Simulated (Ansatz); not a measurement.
# BAs (F-43m) in Ansatz: further runs

Aim: see how the results for BAs move with the level of theory and the settings. Levels: PBEsol0, LDA, PBE0, HSEsol, r2SCAN50. Tasks: band structure, elastic constants.

Program: Ansatz 0.2.0. These are calculated values, not measurements. Logs are shortened: lines on timing, memory, paths and dates and some standing lists are left out, and cuts for length are marked.

## (1) The crystal as given

Symmetry: F-43m, No. 216, cubic system. Conventional cell: a = 4.777 Å, b = 4.777 Å, c = 4.777 Å, α = 90.00°, β = 90.00°, γ = 90.00°. As (site symmetry -43m) is surrounded by 4 B at 2.07 Å. Around B (site symmetry -43m) lie 4 As at 2.07 Å.

## (2) Band structure, PBEsol0

Input file input.yaml:

```yaml
crystal:
  lattice:
    - [0.0, 2.3885, 2.3885]
    - [2.3885, 0.0, 2.3885]
    - [2.3885, 2.3885, 0.0]
  atoms:
    - { symbol: As, position: [0.75, 0.75, 0.75] }
    - { symbol: B, position: [0.0, 0.0, 0.0] }
hamiltonian:
  xc: { exchange: pbesol, correlation: pbesol, exx: { coeff: 0.25 } }
  pseudopotentials: { kind: paw }
kpoints:
  mp_grid: { grid: [5, 5, 5] }
  band_path:
    path:
      - [[0.0, 0.0, 0.0], [0.5, 0.0, 0.5], [0.5, 0.25, 0.75], [0.375, 0.375, 0.75], [0.0, 0.0, 0.0], [0.5, 0.5, 0.5], [0.625, 0.25, 0.625], [0.5, 0.25, 0.75], [0.5, 0.5, 0.5], [0.375, 0.375, 0.75]]
      - [[0.625, 0.25, 0.625], [0.5, 0.0, 0.5]]
    npoints: 4
scf:
  occupations: { method: fermi_dirac, width: 0.05 }
  n_extra_bands: 6
output:
  forces: true
  stress: true
  eigenvalues: true
  fatbands: false
  write_density: true
  write_potential: true
  elf: true
  volumetric_format: npy
```

Potentials or basis: Ansatz PAW.

Command:

```sh
$ ansatz run input.yaml --threads 2 --pin off --max-ram 5632MiB --backend cpu --events-out ev --progress --plain --runs-dir out
```

Output:

```text
Warning: output.stress: scf.convergence.dr2_threshold = 1e-7 eV (the SCF's general default) is looser than the 2e-10 eV advised for a printed stress (1e-10 eV for each atom of the cell: 2). What an SCF threshold leaves in a stress goes as its square root, and in the free energy as the threshold itself, and one threshold admits the most on a small cell: of the crystals measured, under no hybrid functional and no lock of the moments, on runs that ended without the residual-converged pass, on stresses that held no estimate of that error, the worst erred by over 100 MPa in a component at 1e-7 eV an atom and by under 5 at 1e-10. Set scf.convergence.dr2_threshold to 2e-10 eV or tighter. The threshold is an SCF's pass mark: one that does not reach it within its budget of iterations ends unconverged, or closes short of it on a stop that the run arms, and scf.convergence.dr2_threshold's page says what that costs each kind of run
Warning: output.stress: scf.exx.energy_threshold = 1e-6 eV is looser than the 2e-8 eV advised for a stress under a hybrid functional (1e-8 eV for each atom of the cell: 2). Every SCF of the exchange loop can meet its threshold on dr2 while the loop round them stops early: no threshold on dr2 bounds what that leaves in the stress. Set scf.exx.energy_threshold to 2e-8 eV or tighter. The threshold is the loop's pass mark: a loop that does not reach it within its budget of cycles ends unconverged, and scf.exx.energy_threshold's page has the law
Warning: RAYON_NUM_THREADS=2 ignored (pool sized by the plan → 2); use --threads N
scf.n_extra_bands = 6 over 9 filled bands (N_el = 18.0): the run solves 15 bands
Engine: ansatz 0.2.0, x86_64-unknown-linux-gnu
Pseudopotentials: kind: paw
Pseudopotential: As, paw, valence charge 15, recommended cutoff 420 eV (normal), As.paw.azcp
Pseudopotential: B, paw, valence charge 3, recommended cutoff 420 eV (normal), B.paw.azcp
Functional definition: unnamed
  parameter a_1 = 0.25
  exchange = (1 - a_1)*pbe_x(mu = 0.12345679012345678) + a_1*exact_x
  correlation = pbe_c(beta = 0.046)
Crystal: 2 atoms, lattice volume = 27.252 Å³
Basis set: ecut = 420 eV, 531 PW (Γ), exchange–correlation on 48×48×48 points (8 copies of the dense FFT grid, shifted against one another)
Bands: 15, of which v1, the nominal top of the filled ones, is band 9 counted from 1 (8 counted from 0)
Symmetry: 24 space group operations
Space group: F-43m (ITA 216), of the structure as read, at distance tolerance 3.0e-5 Å
k-points: 10 of 125 (time reversal used)
Non-local potential: As, projectors of the file, l = 0: 2, l = 1: 2, l = 2: 3, l = 3: 1
Non-local potential: B, projectors of the file, l = 0: 2, l = 1: 2, l = 2: 1
PAW form: soft (Blöchl's): semilocal exchange-correlation on the pseudo side does not see the compensation charge
PAW frozen core: As, regenerated for the run's functional, and the local potential with it (the file was generated under x = pbe(κ = 0.804, μ = 0.2195149727645171), c = pbe(β = 0.06672455060314922))
PAW frozen core: B, regenerated for the run's functional, and the local potential with it (the file was generated under x = pbe(κ = 0.804, μ = 0.2195149727645171), c = pbe(β = 0.06672455060314922))
PAW one-centre angular grid: As, 590 points (default); XC on 64 Gauss nodes
PAW one-centre angular grid: B, 110 points (default); XC on 64 Gauss nodes
Initial density: superposition of atomic densities (neutral atoms: chi_scale 0, normalization atom), corrected by the library's trained network
Initial wavefunctions: pseudopotential atomic-orbital guess
Functional: x = pbesol(κ = 0.804, μ = 0.12345679012345678), c = pbesol(β = 0.046), warm-up for x = 0.75 pbesol(κ = 0.804, μ = 0.12345679012345678) + 0.25 exact, c = pbesol(β = 0.046)
SCF iter   1: F=—  HF=-4965.709826 eV  |F-HF|=—  |Δ(HF+E_count)|=         —  Δρ=4.22e-3  dr2=6.13e-3  ethr=1.77e-3  ⟨swp⟩=8.2  Hψ=669  notcnv=0
preconditioner: auto → none  [insulator: Δε(μ)=1.056 eV  Ē_g=14.555 eV  σ=0.050 eV  W_gap=1.00  n_scr=8 (ndim 8)  ℏωp=20.1 eV  f_vac=0.001  D(μ)=0.00/eV (n_scr^D=0)]
iter 2 solved again at ethr=4.28e-7 eV; its pass at ethr=3.41e-5 eV (dr2=7.70e-5 eV) is discarded
SCF iter   2: F=-4965.707300 eV  HF=-4965.707338 eV  |F-HF|=3.85e-5  |Δ(HF+E_count)|=   2.49e-3  Δρ=5.81e-4  dr2=7.44e-5  ethr=4.28e-7  ⟨swp⟩=3.8  Hψ=652  notcnv=0
SCF 1 stopped early in 2 iterations: F = -4965.707300 eV  dr2 = 7.44e-5
[... 16 lines left out ...]
preconditioner: auto → none  [insulator: Δε(μ)=2.460 eV  Ē_g=17.111 eV  σ=0.050 eV  W_gap=1.00  n_scr=8 (ndim 8)  ℏωp=20.1 eV  f_vac=0.001  D(μ)=0.00/eV (n_scr^D=0)]
SCF iter   2: F=—  HF=-4980.390511 eV  |F-HF|=—  |Δ(HF+E_count)|=   2.98e-8  Δρ=1.37e-5  dr2=7.18e-8  ethr=5.34e-9  ⟨swp⟩=3.9  Hψ=372  notcnv=0
SCF iter   3: F=-4980.390511 eV  HF=-4980.390511 eV  |F-HF|=1.06e-9  |Δ(HF+E_count)|=   2.27e-7  Δρ=7.08e-6  dr2=5.85e-9  ethr=1.38e-10  ⟨swp⟩=4.1  Hψ=397  notcnv=0
SCF 3 converged in 3 iterations: F = -4980.390511 eV  dr2 = 5.85e-9
  Residual-converged pass: ⟨swp⟩=2.4  Hψ=244  notcnv=0  max |occ|·‖R‖ = 2.3e-6 eV (tolerance 2.4e-6 eV)  dr2=5.85e-9  dr2_onsite=1.88e-9  max |Δocc| = 3.8e-19
hybrid outer 2: dexx = +3.476e-7 eV, tail = 3.67e-8 eV, Δε = 2.36e-3 eV (about 1.28e-4 eV left of the loop's levels)
NSCF: frozen V_eff on 42 k-points
hybrid SCF converged: 2 outer / 9 inner (+2 warm-up), last move |dexx| = 3.48e-7 eV, tail = 3.67e-8 eV
Stability not checked: this state was not tested for a lower state beside it, because the functional holds exact exchange (a hybrid, or Hartree-Fock), whose exchange loop this test does not read (fock_operator; see scf.lower_state_search)
Free energy (F): -4980.390511 eV
Frozen-core exchange: fock
Harris-Foulkes:  -4980.390511 eV  (|F-HF|=1.06e-9)
Internal energy: -4980.390511 eV  (E = F + TS)
E sigma→0 (E₀):  -4980.390511 eV
Fermi energy:    11.540198 eV
--- Per-component energies (eV) ---
  E_band       = -265.888129
  E_kinetic    = 151.208730
  E_local      = -1696.777359  (includes V_loc(G=0)·N_el)
  E_nonlocal   = -656.011065
  E_hartree    = 941.091928
  E_xc         = -85.785179
  E_vxc        = -91.056897  (∫ρ·V_xc dr)
  E_exx        = -74.131862  (= α·E_x^exact, valence–valence)
  E_paw        = -1834.154563  (= ΣΔE_a)
  E_vpaw       = 292.829478  (= ΣTr[D̂ρ^β])
  E_aug_tail   = 0.000007  (compensation charges beyond the density's cutoff)
  E_ewald      = -1725.774997
  E_core_change = -0.056151  (= ΣΔE_core)
  E_smearing   = -0.000000  (= −TS)
  E_closure    = -0.000000  (closes the sum)
  Σ components = -4980.390511   (vs F -4980.390511, Δ=9.09e-13)
--- Forces (eV/Å), atoms counted from 1 ---
  atom   1  As    -0.00000000     0.00000000     0.00000000
  atom   2  B     -0.00000000     0.00000000    -0.00000000
  max |Σ_I F_I| component: 4.87e-16 eV/Å
--- Stress (GPa, compression-positive) ---
       -2.825193      -0.000000       0.000000
       -0.000000      -2.825193       0.000000
       -0.000000       0.000000      -2.825193
  P = ⅓ Tr σ = -2.8252 GPa (-28.252 kbar)
--- Band table (eV; the first three rows and the last of 10) ---
  k-point 0: bands = ["-29.0426", "-29.0426", "-29.0426", "-29.0151", "-29.0151", "-6.7348", "10.3278", "10.3278", "10.3278", "15.1109", "15.1109", "15.1109", "16.8955", "21.4800", "25.3320"]
  k-point 1: bands = ["-29.0415", "-29.0400", "-29.0400", "-29.0149", "-29.0149", "-6.0177", "6.1832", "9.3755", "9.3755", "15.0998", "16.3305", "16.3305", "19.4469", "23.2428", "23.3148"]
  k-point 2: bands = ["-29.0395", "-29.0367", "-29.0367", "-29.0135", "-29.0135", "-4.1364", "1.4858", "8.4301", "8.4301", "14.6251", "16.7681", "16.7681", "20.9990", "24.2815", "25.5112"]
  k-point 9: bands = ["-29.0408", "-29.0341", "-29.0284", "-29.0177", "-29.0121", "-2.5833", "1.7978", "4.2674", "5.7325", "16.3338", "17.2513", "18.1938", "22.1124", "23.4898", "26.6811"]
```

bands.tsv:

```text
# k_distance	band_0	band_1	band_2	band_3	band_4	band_5	band_6	band_7	band_8	band_9	band_10	band_11	band_12	band_13	band_14
# fermi_ev = 11.540189
[... 56 lines left out ...]
7.978138	-40.583112	-40.570435	-40.569067	-40.558561	-40.551787	-13.618245	-10.348136	-7.819114	-5.085398	2.176786	6.025726	10.122035	10.645782	11.393713	14.163517
8.094395	-40.584927	-40.569024	-40.568130	-40.559714	-40.550924	-13.531483	-10.520715	-7.327384	-5.365454	1.893817	4.422964	10.985954	11.255508	12.361322	15.310590
8.210652	-40.586508	-40.567898	-40.567432	-40.560592	-40.550216	-13.535096	-10.654514	-6.642472	-5.570227	1.688544	2.991418	11.749486	11.849480	13.198279	16.553481
8.326909	-40.587577	-40.567145	-40.567020	-40.561148	-40.549750	-13.561894	-10.741509	-6.007800	-5.694904	1.564102	1.933095	12.300010	12.316999	13.731715	17.838043
8.443167	-40.587953	-40.566885	-40.566885	-40.561341	-40.549592	-13.574577	-10.771697	-5.736768	-5.736768	1.509686	1.537641	12.505444	12.505444	13.892146	18.300243
```

It took 2.2 min on 2 threads of Intel Xeon at 2.70GHz, shared host; peak memory 0.67 GiB.

What came out:

```
Free energy             : -4980.3905 eV
Pressure                : -2.8 GPa
Band gap on the k mesh  : 2.46 eV, indirect (least direct gap 4.78 eV)
Band gap along the path : 2.47 eV, indirect (least direct gap 4.78 eV)
```

Levels at the corners of the path, in eV from the valence-band top:
```
point  band 7  band 8  band 9  band 10  band 11  band 12
    Γ    0.00    0.00    0.00     4.78     4.78     4.78
    X   -9.56   -4.52   -4.52     2.72     2.75    13.72
    W   -9.05   -6.08   -5.76     6.86     7.87     8.33
    K   -9.14   -6.61   -3.87     3.39     7.24    11.33
    Γ    0.00    0.00    0.00     4.78     4.78     4.78
    L   -9.82   -2.01   -2.01     4.24     6.39     6.39
    U   -9.14   -6.61   -3.87     3.39     7.24    11.33
    W   -9.05   -6.08   -5.76     6.86     7.87     8.33
    L   -9.82   -2.01   -2.01     4.24     6.39     6.39
    K   -9.14   -6.61   -3.87     3.39     7.24    11.33
    U   -9.14   -6.61   -3.87     3.39     7.24    11.33
    X   -9.56   -4.52   -4.52     2.72     2.75    13.72
```

Caveat: the k mesh is coarse (spacing up to 0.46 Å⁻¹), so the values aren't converged, least of all with exact exchange; the PAW data sets come from PBE, with cores solved anew for the run's functional, which leaves a small shift of forces and pressure; the thresholds are loose for stress.

(Continued in part 2 of 3.)
